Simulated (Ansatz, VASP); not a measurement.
## LiZn35HO36 (Li-H pair in ZnO) in two plane-wave programs

Wanted: the spread between two codes on one cell, functional and k mesh. The cell is taken from a series of runs on this material, whose earlier steps may have relaxed, scaled, displaced or heated it; both programs get it as it stands.

Calculated with Ansatz 0.2.0; plane waves, with VASP 6.6.1 beside it; single point at HSE06.

### Step 1. Set-up

The cell holds 73 atoms: 35 Zn, 36 O, 1 Li and 1 H. Its edges and angles: a = 9.839 Å, b = 9.839 Å, c = 10.587 Å, α = 90.0°, β = 90.0°, γ = 120.0°. It derives from ZnO (ZnO (P6_3mc)). Nearest the centre at fractional (0.556, 0.444, 0.559): H73 at 0.29 Å, Li72 at 1.46 Å, O54 at 1.62 Å, O53 at 2.31 Å, O49 at 2.31 Å, O65 at 2.31 Å, Zn15 at 2.91 Å, Zn19 at 2.91 Å.

### Step 2. Ansatz: single point, HSE06

Ansatz runs on its default PAW (the set named soft_2) files.

With cell and atoms fixed, the geometry can't cause a difference; cores, projectors, grids and the points listed under the comparison can.

input.yaml reads:

```yaml
crystal:
  lattice:
    - [9.83856037, 0.0, 0.0]
    - [-4.91928019, 8.52044322, 0.0]
    - [0.0, 0.0, 10.58650121]
  atoms:
    - { symbol: Zn, position: [0.11072335, 0.22202448, 0.251515797] }
    - { symbol: Zn, position: [0.219982682, 0.110016406, 0.001012541] }
    - { symbol: O, position: [0.220074198, 0.109845849, 0.188889822] }
    - { symbol: O, position: [0.111141931, 0.222216816, 0.440264834] }
    - { symbol: Zn, position: [0.110873727, 0.222161967, 0.749499024] }
    - { symbol: Zn, position: [0.227001341, 0.114235028, 0.498168775] }
    - { symbol: O, position: [0.223111599, 0.111766775, 0.689974818] }
    - { symbol: O, position: [0.110995268, 0.222232409, 0.938965204] }
    - { symbol: Zn, position: [0.111369894, 0.555850044, 0.252331668] }
    - { symbol: Zn, position: [0.219962335, 0.443410061, 0.001089938] }
    - { symbol: O, position: [0.220079786, 0.443576696, 0.188978868] }
    - { symbol: O, position: [0.110980573, 0.555106084, 0.440903885] }
    - { symbol: Zn, position: [0.11118798, 0.555532354, 0.748595558] }
    - { symbol: Zn, position: [0.227004142, 0.446083718, 0.498129277] }
    - { symbol: O, position: [0.223077813, 0.444776358, 0.689954844] }
    - { symbol: O, position: [0.111427127, 0.555972323, 0.938374366] }
    - { symbol: Zn, position: [0.111369274, 0.888900566, 0.252342173] }
    - { symbol: Zn, position: [0.222378357, 0.777930589, 0.000436012] }
    - { symbol: O, position: [0.222413636, 0.777900026, 0.18984308] }
    - { symbol: O, position: [0.110951486, 0.889212307, 0.440890189] }
    - { symbol: Zn, position: [0.111259439, 0.889071221, 0.74857009] }
    - { symbol: Zn, position: [0.222380834, 0.777880977, 0.499245264] }
    - { symbol: O, position: [0.222407418, 0.77787046, 0.689519334] }
    - { symbol: O, position: [0.111388456, 0.888888595, 0.938339154] }
    - { symbol: Zn, position: [0.441158853, 0.215423953, 0.249097702] }
    - { symbol: Zn, position: [0.556913382, 0.110011092, 0.001041157] }
    - { symbol: O, position: [0.556678273, 0.109853791, 0.188898477] }
    - { symbol: O, position: [0.443623226, 0.220414651, 0.435900921] }
    - { symbol: Zn, position: [0.437872576, 0.208756882, 0.757580037] }
    - { symbol: Zn, position: [0.554148043, 0.114294117, 0.498187429] }
    - { symbol: O, position: [0.555560568, 0.111653667, 0.689980516] }
    - { symbol: O, position: [0.444646658, 0.222397133, 0.944015053] }
    - { symbol: Zn, position: [0.441178542, 0.559074339, 0.249224152] }
    - { symbol: Zn, position: [0.555711906, 0.444566746, 0.006593923] }
    - { symbol: O, position: [0.555683906, 0.444514302, 0.196634546] }
    - { symbol: O, position: [0.443730098, 0.556530384, 0.436058655] }
    - { symbol: Zn, position: [0.437806183, 0.562479415, 0.757669528] }
    - { symbol: Li, position: [0.555721939, 0.444376149, 0.421338879] }
    - { symbol: O, position: [0.555740103, 0.444603643, 0.712078112] }
    - { symbol: O, position: [0.444608767, 0.555656521, 0.94408591] }
    - { symbol: Zn, position: [0.44444377, 0.888913869, 0.252362653] }
    - { symbol: Zn, position: [0.556869703, 0.780294715, 0.001084271] }
    - { symbol: O, position: [0.55665048, 0.780152322, 0.188945187] }
    - { symbol: O, position: [0.445144643, 0.889293491, 0.440922761] }
    - { symbol: Zn, position: [0.444744583, 0.889028485, 0.748616791] }
    - { symbol: Zn, position: [0.554157393, 0.773242111, 0.498191548] }
    - { symbol: O, position: [0.555601821, 0.777209083, 0.68999593] }
    - { symbol: O, position: [0.444332612, 0.888878133, 0.938365065] }
    - { symbol: Zn, position: [0.778210213, 0.222050025, 0.251519621] }
    - { symbol: Zn, position: [0.889046923, 0.111195438, 0.000507239] }
    - { symbol: O, position: [0.8890452, 0.111205685, 0.189478773] }
    - { symbol: O, position: [0.778003947, 0.222239317, 0.440249556] }
    - { symbol: Zn, position: [0.778166005, 0.222097338, 0.749485306] }
    - { symbol: Zn, position: [0.889051268, 0.111203021, 0.499759374] }
    - { symbol: O, position: [0.889099112, 0.111208006, 0.689748012] }
    - { symbol: O, position: [0.778104376, 0.22219843, 0.938970652] }
    - { symbol: Zn, position: [0.784761457, 0.559079014, 0.249107993] }
    - { symbol: Zn, position: [0.89030852, 0.443370844, 0.001083345] }
    - { symbol: O, position: [0.890391565, 0.443589915, 0.188954455] }
    - { symbol: O, position: [0.779772704, 0.556589519, 0.435906709] }
    - { symbol: Zn, position: [0.791569361, 0.562417106, 0.757644558] }
    - { symbol: Zn, position: [0.885952663, 0.44608912, 0.498130724] }
    - { symbol: O, position: [0.888544759, 0.444686175, 0.689948874] }
    - { symbol: O, position: [0.777892984, 0.555610796, 0.944052437] }
    - { symbol: Zn, position: [0.778192476, 0.889527367, 0.251525673] }
    - { symbol: Zn, position: [0.890277877, 0.780265675, 0.001055826] }
    - { symbol: O, position: [0.890410474, 0.780197633, 0.188920828] }
    - { symbol: O, position: [0.77800056, 0.889113926, 0.440268812] }
    - { symbol: Zn, position: [0.778239052, 0.889425974, 0.749528163] }
    - { symbol: Zn, position: [0.885957437, 0.773202933, 0.498179559] }
    - { symbol: O, position: [0.888577946, 0.777170323, 0.689977954] }
    - { symbol: O, position: [0.778052423, 0.889240425, 0.938977345] }
    - { symbol: H, position: [0.55564346, 0.44492189, 0.586926276] }
basis:
  ecutwfc: 420
  xc_grid: 2
hamiltonian:
  xc: hse06
kpoints:
  mp_grid: { grid: [1, 1, 1] }
scf:
  occupations: { method: fermi_dirac, width: 0.01 }
  max_iter: 120
output:
  forces: true
checkpoint:
  read: "../relax.run"
```

On the command line:

```
$ ansatz run input.yaml --threads 32 --pin off --max-ram 84787MiB --backend cuda --events-out ev --progress --plain --runs-dir out --max-vram 78GiB
```

What it wrote:

```text
Warning: checkpoint.read: the run can stay near the saved state's solution: 2 site(s) moved relative to the saved geometry (max |Δs| = 3.247e-2 fractional); the SCF starts from the saved state under ` [...]
[...]
Engine: ansatz 0.2.0, aarch64-unknown-linux-gnu
[...]
Pseudopotential: Zn, paw, valence charge 12, recommended cutoff 420 eV (normal), Zn.paw.azcp
Pseudopotential: O, paw, valence charge 6, recommended cutoff 420 eV (normal), O.paw.azcp
Pseudopotential: Li, paw, valence charge 3, recommended cutoff 420 eV (normal), Li.paw.azcp
Pseudopotential: H, paw, valence charge 1, recommended cutoff 420 eV (normal), H.paw.azcp
Functional definition: HSE06
[...]
Crystal: 73 atoms, lattice volume = 887.455 Å³
Basis set: ecut = 420 eV, 17351 PW (Γ), exchange–correlation on 144×144×144 points (8 copies of the dense FFT grid, shifted against one another)
Bands: 393, of which v1, the nominal top of the filled ones, is band 320 counted from 1 (319 counted from 0)
[...]
SCF iter   1: F=—  HF=-136820.590022 eV  |Δ(HF+E_count)|=         —  Δρ=1.64e-6  dr2=1.78e-8  Hψ=1096
[...]
SCF iter   2: F=-136820.590022 eV  HF=-136820.590022 eV  |Δ(HF+E_count)|=   2.47e-9  Δρ=5.12e-7  dr2=2.73e-9 sched 2.65e-12)  Hψ=874
SCF 4 converged in 2 iterations: F = -136820.590022 eV  dr2 = 2.73e-9
[...]
hybrid outer 3: dexx = +4.739e-9 eV, tail = 6.05e-9 eV, Δε = 6.99e-5 eV (about 1.49e-5 eV left of the loop's levels), ΔF = 1.58e-4 eV/Å (tail 2.57e-4)
hybrid SCF converged: 3 outer / 15 inner (+8 warm-up), last move |dexx| = 4.74e-9 eV, tail = 6.05e-9 eV
[...]
Free energy (F): -136820.590022 eV
[...]
Fermi energy:    6.577989 eV
--- Per-component energies (eV) ---
[...]
--- Forces (eV/Å), atoms counted from 1 ---
[...]
--- Band table (eV) ---
[...]
```

### Step 3. VASP: single point, HSE06

The same cell, functional, mesh and smearing now go to VASP, with its own data sets.

Lines of VASP's logs that name or quote its potential files are left out, and so is its time.

The run reads the wave functions of an earlier VASP run, which isn't shown here.

INCAR reads:

```
SYSTEM = LiZn35HO36
PREC = Accurate
ENCUT = 650
EDIFF = 1E-06
NELM = 100
ISMEAR = -1
SIGMA = 0.01
LREAL = Auto
ALGO = Normal
LHFCALC = .TRUE.
AEXX = 0.25
GGA = PE
HFSCREEN = 0.208
LASPH = .TRUE.
NBANDS = 371
PRECFOCK = Fast
LORBIT = 11
LWAVE = .FALSE.
LCHARG = .FALSE.
ISIF = 2
```

POSCAR reads:

```
LiZn35HO36
1.0
    9.8385603707      0.0000000000      0.0000000000
   -4.9192801853      8.5204432177      0.0000000000
    0.0000000000      0.0000000000     10.5865012063
Zn O Li H
35 36 1 1
Direct
    0.1107233500      0.2220244800      0.2515157970
    0.2199826820      0.1100164060      0.0010125410
    0.1108737270      0.2221619670      0.7494990240
    0.2270013410      0.1142350280      0.4981687750
    0.1113698940      0.5558500440      0.2523316680
    0.2199623350      0.4434100610      0.0010899380
    0.1111879800      0.5555323540      0.7485955580
    0.2270041420      0.4460837180      0.4981292770
    0.1113692740      0.8889005660      0.2523421730
    0.2223783570      0.7779305890      0.0004360120
    0.1112594390      0.8890712210      0.7485700900
    0.2223808340      0.7778809770      0.4992452640
    0.4411588530      0.2154239530      0.2490977020
    0.5569133820      0.1100110920      0.0010411570
    0.4378725760      0.2087568820      0.7575800370
    0.5541480430      0.1142941170      0.4981874290
    0.4411785420      0.5590743390      0.2492241520
    0.5557119060      0.4445667460      0.0065939230
    0.4378061830      0.5624794150      0.7576695280
    0.4444437700      0.8889138690      0.2523626530
    0.5568697030      0.7802947150      0.0010842710
    0.4447445830      0.8890284850      0.7486167910
    0.5541573930      0.7732421110      0.4981915480
    0.7782102130      0.2220500250      0.2515196210
    0.8890469230      0.1111954380      0.0005072390
    0.7781660050      0.2220973380      0.7494853060
    0.8890512680      0.1112030210      0.4997593740
    0.7847614570      0.5590790140      0.2491079930
    0.8903085200      0.4433708440      0.0010833450
    0.7915693610      0.5624171060      0.7576445580
    0.8859526630      0.4460891200      0.4981307240
    0.7781924760      0.8895273670      0.2515256730
    0.8902778770      0.7802656750      0.0010558260
    0.7782390520      0.8894259740      0.7495281630
    0.8859574370      0.7732029330      0.4981795590
    0.2200741980      0.1098458490      0.1888898220
    0.1111419310      0.2222168160      0.4402648340
    0.2231115990      0.1117667750      0.6899748180
    0.1109952680      0.2222324090      0.9389652040
    0.2200797860      0.4435766960      0.1889788680
    0.1109805730      0.5551060840      0.4409038850
    0.2230778130      0.4447763580      0.6899548440
    0.1114271270      0.5559723230      0.9383743660
    0.2224136360      0.7779000260      0.1898430800
    0.1109514860      0.8892123070      0.4408901890
    0.2224074180      0.7778704600      0.6895193340
    0.1113884560      0.8888885950      0.9383391540
    0.5566782730      0.1098537910      0.1888984770
    0.4436232260      0.2204146510      0.4359009210
    0.5555605680      0.1116536670      0.6899805160
    0.4446466580      0.2223971330      0.9440150530
    0.5556839060      0.4445143020      0.1966345460
    0.4437300980      0.5565303840      0.4360586550
    0.5557401030      0.4446036430      0.7120781120
    0.4446087670      0.5556565210      0.9440859100
    0.5566504800      0.7801523220      0.1889451870
    0.4451446430      0.8892934910      0.4409227610
    0.5556018210      0.7772090830      0.6899959300
    0.4443326120      0.8888781330      0.9383650650
    0.8890452000      0.1112056850      0.1894787730
    0.7780039470      0.2222393170      0.4402495560
    0.8890991120      0.1112080060      0.6897480120
    0.7781043760      0.2221984300      0.9389706520
    0.8903915650      0.4435899150      0.1889544550
    0.7797727040      0.5565895190      0.4359067090
    0.8885447590      0.4446861750      0.6899488740
    0.7778929840      0.5556107960      0.9440524370
    0.8904104740      0.7801976330      0.1889208280
    0.7780005600      0.8891139260      0.4402688120
    0.8885779460      0.7771703230      0.6899779540
    0.7780524230      0.8892404250      0.9389773450
    0.5557219390      0.4443761490      0.4213388790
    0.5556434600      0.4449218900      0.5869262760
```

KPOINTS reads:

```
Automatic mesh
0
Gamma
1 1 1
0 0 0
```

The projector-augmented-wave data sets are Zn, O, Li_sv and H (PBE family, release 64).

On the command line:

```
$ export OMP_NUM_THREADS=3
$ mpirun -np 1 vasp_gam
```

What it wrote:

```text
[banner, memory and clock lines left out]
running    1 mpi-ranks, on    1 nodes
[...]
Offloading initialized ...    1 GPUs detected
[...]
LDA part: xc-table for (Slater+PW92), standard interpolation
 found WAVECAR, reading the header
 POSCAR, INCAR and KPOINTS ok, starting setup
[...]
reading WAVECAR
 the WAVECAR file was read successfully
 initial charge from wavefunction
 entering main loop
       N       E                     dE             d eps       ncg     rms          rms(c)
DAV:   1    -0.411805108308E+03   -0.41181E+03   -0.25509E+01   940   0.453E+01    0.101E+01
DAV:   2    -0.411744821992E+03    0.60286E-01   -0.12201E+01   940   0.152E+01    0.339E+00
DAV:   3    -0.411784845120E+03   -0.40023E-01   -0.10273E+00  1068   0.446E+00    0.189E+00
DAV:   4    -0.411789081536E+03   -0.42364E-02   -0.15997E-01   828   0.106E+00    0.106E+00
[...]
DAV:  13    -0.411780424168E+03    0.19566E-05   -0.18924E-06   513   0.937E-03    0.105E-02
DAV:  14    -0.411780423118E+03    0.10493E-05   -0.24619E-06   561   0.643E-03    0.691E-03
DAV:  15    -0.411780422400E+03    0.71846E-06   -0.63243E-07   460   0.668E-03
   1 F= -.41178042E+03 E0= -.41178042E+03  d E =-.204296E-12
```

From OUTCAR (step 3):

```text
  FREE ENERGIE OF THE ION-ELECTRON SYSTEM (eV)
  ---------------------------------------------------
  free  energy   TOTEN  =      -411.7804224000 eV

  energy  without entropy=     -411.7804224000  energy(sigma->0) =     -411.78042240
```

The run ends at a pressure of -3.30 GPa, with forces up to 6.3 eV/Å.

### Step 4. Comparison

Known differences besides the potentials themselves: exact exchange at q = 0 is treated differently, which shows on coarse meshes; VASP keeps PBE cores, Ansatz makes them for the functional; the cutoff is 420 eV in Ansatz and 650 eV in VASP (PREC = Accurate, projectors in real space); VASP takes a coarser grid for exact exchange (PRECFOCK = Fast). Total energies have different zeros and are not compared.

Compared:

| quantity | Ansatz | VASP | difference |
| --- | --- | --- | --- |
| gap on the k mesh (eV) | 2.498 | 2.469 | +0.029 |

Forces on 8 of the 73 atoms, those with the largest forces and the largest differences (eV/Å; atoms numbered as in POSCAR):

| atom | Ansatz x, y, z | VASP x, y, z |
| --- | --- | --- |
| Zn15 | -0.001, 0.164, -0.110 | -0.001, 0.177, -0.115 |
| Zn30 | -0.144, -0.080, -0.112 | -0.155, -0.086, -0.117 |
| O49 | 0.004, 0.140, 0.051 | 0.003, 0.197, 0.074 |
| O53 | 0.126, -0.072, 0.048 | 0.175, -0.101, 0.070 |
| O54 | -0.010, 0.010, -5.591 | -0.011, 0.009, -5.601 |
| O65 | -0.122, -0.075, 0.053 | -0.172, -0.104, 0.075 |
| Li72 | 0.000, 0.001, -0.681 | 0.001, 0.002, -0.679 |
| H73 | 0.007, -0.007, 6.323 | 0.007, -0.007, 6.287 |

The forces differ by 9.2 meV/Å r.m.s., which is 1.6 % of the r.m.s. force of 0.573 eV/Å (both taken over all components). A gap on the mesh is an upper bound, since the band edges may lie between its points.

### Step 5. What came out

| Item | Value |
| --- | --- |
| r.m.s. force difference (single point, HSE06) | 1.6 % of the r.m.s. force |

What this shows: The r.m.s. force difference is 1.6 % of the r.m.s. force (single point, HSE06), within the 3 % picked in this series as the mark of a large difference. Such differences can come from data sets, numerical settings and the points named under the comparisons, not from the functional's error against experiment.

[Lines on the potential files, build, host, timing and source positions are cut from VASP's logs without a mark.]

[Logs are printed without paths, hosts, clocks, repeated set-up lines and the standing remarks that a program may print on its own settings, such as how far it seeks lower states.]

[Hosts, paths, dates, database ids (printed as entryN), source tags and the programs' standing remarks are cut or masked in the printed files.]
